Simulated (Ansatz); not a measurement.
Runs of Ansatz 0.2.0 on ZnS (Wurtzite-2H). Symmetry: P6_3mc, No. 186, hexagonal system. Conventional cell: a = 3.811 Å, b = 3.811 Å, c = 6.234 Å, α = 90.00°, β = 90.00°, γ = 120.00°. Zn (site symmetry 3m) has 4 S at 2.31 to 2.40 Å as nearest neighbours. Around S (site symmetry 3m) lie 4 Zn at 2.31 to 2.40 Å. 

```csv
task,level,potentials or basis,k mesh,cutoff (eV),smearing,basis error allowed,gap on the mesh (eV),pressure (GPa),V0 of scaled cells (Å³/atom),B0 (GPa),largest force (eV/Å)
single point,PBE,"all-electron LAPW, scalar-relativistic",8 × 8 × 5,288,fermi-dirac 0.05 eV,0.001 eV/atom,2.25,2.3,-,-,0.32
equation of state,PBE,"all-electron LAPW, scalar-relativistic",8 × 8 × 5,-,fermi-dirac 0.05 eV,0.001 eV/atom,-,-,20.23,69,-
band structure,PBEsol,"all-electron LAPW, inner shells corrected to Dirac's equation",8 × 8 × 5,264,fermi-dirac 0.05 eV,0.002 eV/atom,2.11,-1.3,-,-,0.31
equation of state,LDA,"all-electron LAPW, scalar-relativistic",8 × 8 × 5,-,fermi-dirac 0.05 eV,0.002 eV/atom,-,-,18.63,(a),-
band structure,PBE,"all-electron LAPW, scalar-relativistic",8 × 8 × 5,264,fermi-dirac 0.05 eV,0.002 eV/atom,2.25,2.3,-,-,0.32
band structure,PBEsol,all-electron PAW datasets made for the crystal,8 × 8 × 5,300,fermi-dirac 0.05 eV,-,2.11,-1.3,-,-,0.31
band structure,PBEsol,"all-electron LAPW, scalar-relativistic",8 × 8 × 5,264,fermi-dirac 0.05 eV,0.002 eV/atom,2.11,-1.3,-,-,0.31
equation of state,PBEsol,"all-electron LAPW, scalar-relativistic",8 × 8 × 5,-,fermi-dirac 0.05 eV,0.001 eV/atom,-,-,19.27,78,-
single point,PBEsol,"all-electron LAPW, scalar-relativistic",8 × 8 × 5,289,fermi-dirac 0.05 eV,0.001 eV/atom,2.11,-1.3,-,-,0.31
band structure,PBEsol,"all-electron LAPW, non-relativistic",8 × 8 × 5,264,fermi-dirac 0.05 eV,0.002 eV/atom,2.39,(b),-,-,0.33
equation of state,PBEsol,"all-electron LAPW, scalar-relativistic",8 × 8 × 5,-,fermi-dirac 0.05 eV,0.002 eV/atom,-,-,19.27,78,-
single point,PBE,"all-electron LAPW, scalar-relativistic",5 × 5 × 3,264,fermi-dirac 0.04 eV,0.002 eV/atom,2.25,2.4,-,-,0.32
```

Alike in all rows: no spin polarisation; cell as given.

Question: Estimate the missing entries.

Answer: (a) 86; (b) 0.0.

Caveats: the cell was scaled at fixed shape and fractional positions, which overstates the stiffness of a crystal with free parameters, most of all of layers and chains (some runs); an odd mesh through Γ misses points on the zone boundary, where band edges often lie (some runs).

Not every run made on this cell is shown here.
